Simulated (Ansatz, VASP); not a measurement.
## One calculation of Mo, two programs

```
Mo
1.0
     0.00000    2.05319    1.90064
     2.05319    0.00000    1.90064
     2.05319    2.05319    0.00000
Mo
1
Direct
  0.00000 0.00000 0.00000
```

Alike in both runs: task single point; functional PBE; k mesh 22 × 22 × 22; occupations gaussian, width 0.15 eV; no spin polarisation.

|  | VASP | Ansatz |
| --- | --- | --- |
| version | VASP 6.6.1 | Ansatz 0.2.0 |
| potentials or method | VASP PAW PBE potentials, release 64 (Mo_sv) | scalar-relativistic, plane waves, PAW |
| plane-wave cutoff (eV) | 520 | 420 |
| valence electrons in the cell | 14 | 14 |

|  | VASP | Ansatz | Ansatz less VASP |
| --- | --- | --- | --- |
| gap on the k mesh at the Fermi level (eV) | none | none | - |
| pressure (GPa) | 0.7 | 0.2 | -0.49 |
| largest component of the traceless stress (GPa) | 10.47 | 10.48 | +0.012 |

A gap of «none» marks a metal or a gap that the smearing closes.
